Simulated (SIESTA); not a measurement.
Input of a SIESTA 5.4.2 run:

run.py

```python
from ase import Atoms
from ase.calculators.siesta import Siesta
from ase.units import Ry, GPa

atoms = Atoms(
    ['C', 'C', 'C', 'C', 'C', 'C', 'C', 'C'],
    cell=[
        [2.5221, 0.0, 0.0],
        [-1.26105, 2.1842026709, 0.0],
        [0.0, 0.0, 8.2371],
    ],
    scaled_positions=[
        [0.6666666667, 0.3333333333, 0.84375],
        [0.3333333333, 0.6666666667, 0.34375],
        [0.6666666667, 0.3333333333, 0.65625],
        [0.3333333333, 0.6666666667, 0.15625],
        [0.0, 0.0, 0.90625],
        [0.0, 0.0, 0.40625],
        [0.0, 0.0, 0.59375],
        [0.0, 0.0, 0.09375],
    ],
    pbc=True,
)

fdf = {
    'SCFMustConverge': False,
    'OccupationFunction': 'FD',
    'ElectronicTemperature': '0.05 eV',
    'MaxSCFIterations': '120',
    'SCF.Mixer.Method': 'Pulay',
    'SCF.Mixer.Weight': '0.25',
    'SCF.Mixer.History': '8',
    'SCF.DM.Tolerance': '5.0e-05',
    'SCF.H.Tolerance': '1.0e-03 eV',
    'WriteForces': 'true',
    'Charge.Mulliken': 'end',
    'BandLinesScale': 'ReciprocalLatticeVectors',
    'BandLines': ['  1    0.000000   0.000000   0.000000  \\Gamma', ' 13    0.500000   0.000000   0.000000  M', '  7    0.333333   0.333333   0.000000  K', ' 15    0.000000   0.000000   0.000000  \\Gamma', '  3    0.000000   0.000000   0.500000  A', ' 13    0.500000   0.000000   0.500000  L', '  7    0.333333   0.333333   0.500000  H', ' 15    0.000000   0.000000   0.500000  A', '  1    0.500000   0.000000   0.500000  L', '  3    0.500000   0.000000   0.000000  M', '  1    0.333333   0.333333   0.000000  K', '  3    0.333333   0.333333   0.500000  H'],
}
calc = Siesta(
    label="C",
    command="siesta < PREFIX.fdf > PREFIX.out",
    pseudo_path="pseudos",
    pseudo_qualifier="",
    xc=('LDA', 'PW92'),
    basis_set="DZP",
    mesh_cutoff=500 * Ry,
    energy_shift=0.003 * Ry,
    kpts=[12, 12, 4],
    spin="non-polarized",
    fdf_arguments=fdf,
)
atoms.calc = calc

print(f"energy = {atoms.get_potential_energy():.6f} eV")
free = atoms.get_potential_energy(force_consistent=True)
print(f"free energy = {free:.6f} eV")
print("forces (eV/A):")
print(atoms.get_forces(apply_constraint=False).round(6))
print("stress (GPa, Voigt order, tension positive):", (atoms.get_stress() / GPa).round(4))
```

Potentials or basis: PseudoDojo 0.4 standard (LDA files), DZP (energy shift 0.003 Ry).

Run with:

```console
$ python run.py
```

**Question.** Predict the pressure.

**Answer.** -2.5 GPa.

**Question.** Estimate the band gap along the path.

**Answer.** 4.51 eV, indirect (least direct gap 5.22 eV).

**Question.** Predict the band gap on the k mesh.

**Answer.** 4.51 eV, indirect (least direct gap 5.22 eV).

Stress tensor (GPa, compression positive):
```
-6.58  0.00  0.00
 0.00 -6.58  0.00
 0.00  0.00  5.67
```

Caveat: the basis of atomic orbitals isn't converged, which shifts pressures, moduli and gaps. As with any semilocal functional, this LDA gap is likely too small.
